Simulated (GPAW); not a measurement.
Si2W:

```
CELL_PARAMETERS angstrom
4.61685 0.00000 0.00000
-2.30843 3.99831 0.00000
0.00000 0.00000 6.65322
ATOMIC_POSITIONS crystal
W 0.50000 0.00000 0.50000
W 0.50000 0.50000 0.83333
W 0.00000 0.50000 0.16667
Si 0.32725 0.16363 0.16667
Si 0.83637 0.16363 0.83333
Si 0.16363 0.32725 0.50000
Si 0.67275 0.83637 0.16667
Si 0.16363 0.83637 0.83333
Si 0.83637 0.67275 0.50000
```

Measurements of this composition are mostly on another form, of space group No. 139.

Base run:

| Quantity | Value |
| --- | --- |
| Program | GPAW 26.7.0 |
| Functional | PBEsol |
| Potentials or basis | PAW data sets generated in the run's folder for this functional |
| Cutoff | 600 eV |
| Basis | pw |
| k mesh | 5 × 5 × 3 |
| Occupations | fermi-dirac, width 0.05 eV |
| Spin | no spin polarisation |

Its results: pressure -5.1 GPa; largest force 0.050 eV/Å.

Problem. The run is repeated on the same cell with these changes: functional from PBEsol to LDA; potentials or basis from PAW data sets generated in the run's folder for this functional to the program's PAW data sets (release 1.2.1) made for this functional. What comes out?

Solution. Pressure -8.9 GPa; largest force 0.072 eV/Å.
